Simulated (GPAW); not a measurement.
# MnO2 monolayer: cost and accuracy of all numerical settings together, part 2 of 2

Two starts of MnO2 monolayer are run at each rung of all numerical settings together. Which rung is enough?

GPAW 26.7.0; PBE; plane waves with GPAW's PAW setups, scalar-relativistic.

So far, largest spin moment in the augmentation sphere (μB): step 2 (rung 1 (280 eV, mesh 4×4×1), start ferro +) 2.75; step 3 (rung 1 (280 eV, mesh 4×2×1), start antiferro q=(0,1/2,0) +-) 2.59; step 4 (rung 2 (380 eV, mesh 6×6×1), start ferro +) 2.81; step 5 (rung 2 (380 eV, mesh 6×3×1), start antiferro q=(0,1/2,0) +-) 2.66; step 6 (rung 3 (500 eV, mesh 8×8×1), start ferro +) 2.81.

### 7. Rung 3 (500 eV, mesh 8×4×1), start antiferro q=(0,1/2,0) +-

Contents of order2.py:

```python
import json
import numpy as np
from ase import Atoms
from ase.parallel import paropen, parprint
from gpaw import GPAW

atoms = Atoms(['Mn', 'Mn', 'O', 'O', 'O', 'O'],
    cell=[[2.85687, 0.0, 0.0],
         [-2.85687, 4.948244, 0.0],
         [0.0, 0.0, 16.896891]],
    scaled_positions=[[0.0, 0.0, 0.5],
         [0.0, 0.5, 0.5],
         [0.666667, 0.1666665, 0.556131],
         [0.666667, 0.6666665, 0.556131],
         [0.333333, 0.3333335, 0.443869],
         [0.333333, 0.8333335, 0.443869]],
    pbc=True,
    magmoms=[4.5, -4.5, 0.0, 0.0, 0.0, 0.0])
atoms.calc = GPAW(mode={'name': 'pw', 'ecut': 500},
    xc='PBE',
    kpts={'size': (8, 4, 1), 'gamma': True},
    occupations={'name': 'fermi-dirac', 'width': 0.1},
    convergence={'density': 1e-05, 'energy': 1e-05},
    maxiter=200,
    symmetry={'tolerance': 1e-4},
    txt='order2.txt')
e = atoms.get_potential_energy(force_consistent=True)
res = {'free_energy': e, 'energy_sigma0': atoms.get_potential_energy(), 'fermi_energy': atoms.calc.get_fermi_level()}
res['moments'] = atoms.get_magnetic_moments().tolist()
res['total'] = atoms.get_magnetic_moment()
parprint('site moments (muB):', np.round(res['moments'], 3))
parprint(f"total moment: {res['total']:.3f} muB")
parprint(f'free energy: {e:.6f} eV')
atoms.calc.write('order2.gpw')
with paropen('results.json', 'w') as f:
    json.dump(res, f)
```

Run with:

```bash
$ OMP_NUM_THREADS=1 mpirun -n 2 gpaw python order2.py > order2.log
```

Log:

```text
site moments (muB): [ 2.666 -2.666  0.008 -0.008 -0.008  0.008]
total moment: -0.000 muB
free energy: -48.076345 eV

--- order2.txt ---
Input parameters:
  mode=PW(ecut=500),
  convergence={'density': 1e-05, 'energy': 1e-05},
  kpts=MonkhorstPack(size=(8, 4, 1), gamma=True),
  maxiter=200,
  occupations=Occupations(name='fermi-dirac', width=0.1),
  symmetry=Symmetry(tolerance=0.0001),
  xc=XC(name='PBE')

[...]
|         33 |        -0.259 |     0.000 |        -0.259 |     0.000 |
|         34 |         2.272 |     0.000 |         2.272 |     0.000 |
|        ... |               |           |               |           |
|         36 |         4.657 |     0.000 |         4.657 |     0.000 |

Gap: 1.237 eV
Transition (v -> c):
  (s=0, k=2, n=26, [0.00, 0.50, 0.00]) -> (s=0, k=15, n=27, [0.50, 0.00, 0.00])
Direct/indirect transitions are different
Direct gap: 1.566 eV
Transition at: (s=0, k=2, n=26, [0.00, 0.50, 0.00])

[key lines of the parts left out:]
Free energy:     -48.076345
Converged in 20 steps
dipole moment: (-6.619495, -11.465299, 0.000008)  # |e|*Ang
Fermi level: -4.013
```

Wall time 3.7 min (2 MPI ranks of Arm Neoverse N1, shared host); peak memory 0.66 GiB; 7.4 min of CPU time.

This step gave:

```yaml
magnetization: 0 μB
final_state: antiferromagnetic
largest_moment: 2.666 μB
```

This start lies -2.1 meV a seeded atom from the first, a change of +2.3 meV since rung 2; its largest moment is 2.67 μB.

### 8. Rung 4 (700 eV, mesh 10×10×1), start ferro +

Contents of order1.py:

```python
import json
import numpy as np
from ase import Atoms
from ase.parallel import paropen, parprint
from gpaw import GPAW

atoms = Atoms(['Mn', 'O', 'O'],
    cell=[[2.85687, 0.0, 0.0],
         [-1.428435, 2.474122, 0.0],
         [0.0, 0.0, 16.896891]],
    scaled_positions=[[0.0, 0.0, 0.5],
         [0.666667, 0.333333, 0.556131],
         [0.333333, 0.666667, 0.443869]],
    pbc=True,
    magmoms=[4.5, 0.0, 0.0])
atoms.calc = GPAW(mode={'name': 'pw', 'ecut': 700},
    xc='PBE',
    kpts={'size': (10, 10, 1), 'gamma': True},
    occupations={'name': 'fermi-dirac', 'width': 0.05},
    convergence={'density': 1e-05, 'energy': 1e-05},
    maxiter=200,
    symmetry={'tolerance': 1e-4},
    txt='order1.txt')
e = atoms.get_potential_energy(force_consistent=True)
res = {'free_energy': e, 'energy_sigma0': atoms.get_potential_energy(), 'fermi_energy': atoms.calc.get_fermi_level()}
res['moments'] = atoms.get_magnetic_moments().tolist()
res['total'] = atoms.get_magnetic_moment()
parprint('site moments (muB):', np.round(res['moments'], 3))
parprint(f"total moment: {res['total']:.3f} muB")
parprint(f'free energy: {e:.6f} eV')
atoms.calc.write('order1.gpw')
with paropen('results.json', 'w') as f:
    json.dump(res, f)
```

Run with:

```bash
$ OMP_NUM_THREADS=1 mpirun -n 2 gpaw python order1.py > order1.log
```

Log:

```text
site moments (muB): [2.815 0.037 0.037]
total moment: 3.000 muB
free energy: -24.856515 eV

--- order1.txt ---
Input parameters:
  mode=PW(ecut=700),
  convergence={'density': 1e-05, 'energy': 1e-05},
  kpts=MonkhorstPack(size=(10, 10, 1), gamma=True),
  maxiter=200,
  occupations=Occupations(name='fermi-dirac', width=0.05),
  symmetry=Symmetry(tolerance=0.0001),
  xc=XC(name='PBE')

Diagonalizing LCAO Hamiltonian
[...]
|         18 |         2.793 |     0.000 |         2.858 |     0.000 |
|         19 |         3.376 |     0.000 |         3.447 |     0.000 |
|         20 |         4.711 |     0.000 |         4.807 |     0.000 |

Gap: 1.018 eV
Transition (v -> c):
  (s=0, k=1, n=14, [0.10, 0.00, 0.00]) -> (s=1, k=0, n=12, [0.00, 0.00, 0.00])
Direct/indirect transitions are different
Direct gap: 1.057 eV
Transition at: (s=0->1, k=0, n=14, [0.00, 0.00, 0.00])

[key lines of the parts left out:]
Free energy:     -24.856515
Converged in 14 steps
dipole moment: (-3.310768, -5.734419, 0.000004)  # |e|*Ang
Fermi level: -3.920
```

Run time: 65 s. Hardware: 2 MPI ranks; peak memory 0.54 GiB; 2.2 min of CPU time.

Numbers from this step:

```yaml
magnetization: 3.000 μB
final_state: ferromagnetic
largest_moment: 2.815 μB
```

The largest moment is that of rung 3, at 2.6 times its CPU time.

### 9. Rung 4 (700 eV, mesh 10×5×1), start antiferro q=(0,1/2,0) +-

order2.py is the script of step 7 with these lines changed:

```diff
@@ -18,6 +18,6 @@
     magmoms=[4.5, -4.5, 0.0, 0.0, 0.0, 0.0])
-atoms.calc = GPAW(mode={'name': 'pw', 'ecut': 500},
+atoms.calc = GPAW(mode={'name': 'pw', 'ecut': 700},
     xc='PBE',
-    kpts={'size': (8, 4, 1), 'gamma': True},
-    occupations={'name': 'fermi-dirac', 'width': 0.1},
+    kpts={'size': (10, 5, 1), 'gamma': True},
+    occupations={'name': 'fermi-dirac', 'width': 0.05},
     convergence={'density': 1e-05, 'energy': 1e-05},
```

Run with:

```bash
$ OMP_NUM_THREADS=1 mpirun -n 2 gpaw python order2.py > order2.log
```

Log:

```text
site moments (muB): [ 2.667 -2.667  0.008 -0.008 -0.008  0.008]
total moment: 0.000 muB
free energy: -49.717240 eV

--- order2.txt ---
Input parameters:
  mode=PW(ecut=700),
  convergence={'density': 1e-05, 'energy': 1e-05},
  kpts=MonkhorstPack(size=(10, 5, 1), gamma=True),
  maxiter=200,
  occupations=Occupations(name='fermi-dirac', width=0.05),
  symmetry=Symmetry(tolerance=0.0001),
  xc=XC(name='PBE')

[...]
|         33 |        -0.274 |     0.000 |        -0.274 |     0.000 |
|         34 |         2.313 |     0.000 |         2.313 |     0.000 |
|        ... |               |           |               |           |
|         36 |         4.760 |     0.000 |         3.491 |     0.000 |

Gap: 1.293 eV
Transition (v -> c):
  (s=1, k=2, n=26, [0.00, 0.40, 0.00]) -> (s=0, k=23, n=27, [0.50, 0.00, 0.00])
Direct/indirect transitions are different
Direct gap: 1.628 eV
Transition at: (s=1, k=2, n=26, [0.00, 0.40, 0.00])

[key lines of the parts left out:]
Free energy:     -49.717240
Converged in 21 steps
dipole moment: (-6.619814, -11.465852, 0.000008)  # |e|*Ang
Fermi level: -4.015
```

Wall time 10 min (2 MPI ranks); peak memory 1.1 GiB; 20 min of CPU time.

Numbers from this step:

| Item | Value |
| --- | --- |
| magnetization | 0 μB |
| final state | antiferromagnetic |
| largest moment | 2.667 μB |

This start lies -2.1 meV a seeded atom from the first, a change of -0.0 meV since rung 3; its largest moment is 2.67 μB.

### 10. Side by side

Ladder, by row:

```csv
rung,cutoff (eV),mesh,smearing (eV),state from the first start,state from the second start,second less first (meV a seeded atom),"moment, first (μB)","moment, second (μB)",CPU time (s)
1,280,4x4x1,0.2,ferromagnetic,antiferromagnetic,6.092,2.75,2.591,90.56
2,380,6x6x1,0.15,ferromagnetic,antiferromagnetic,-4.436,2.81,2.66,212.1
3,500,8x8x1,0.1,ferromagnetic,antiferromagnetic,-2.096,2.814,2.666,491.3
4,700,10x10x1,0.05,ferromagnetic,antiferromagnetic,-2.105,2.815,2.667,1353
```

### 11. Summary of results

- range of the moment in the table, second start: 2.59 to 2.67 μB
- range of CPU time: 91 s to 23 min
- range of the energy difference: -4.44 to 6.09 meV a seeded atom
- first rung from which all stay within 2 meV of the last: 3

What this shows: From rung 3 on the result stays within 0.0089 meV of the last rung, inside the margin of 2 meV set for it, at 36 % of the last rung's cost. The sign of the difference changes along the ladder, so the order that comes out lowest hangs on the rung.

[Logs and program files are shortened in this print: banners, set-up blocks, solver, clock and traceback lines can be left out without a mark of their own.]

[Logs are printed without paths, hosts, clocks, repeated set-up lines and the standing remarks that a program may print on its own settings, such as how far it seeks lower states.]

[Hosts, paths, dates, database ids (printed as entryN), source tags and the programs' standing remarks are cut or masked in the printed files.]

[Where a cell is said to come from a database of computed structures, the database is the Materials Project.]
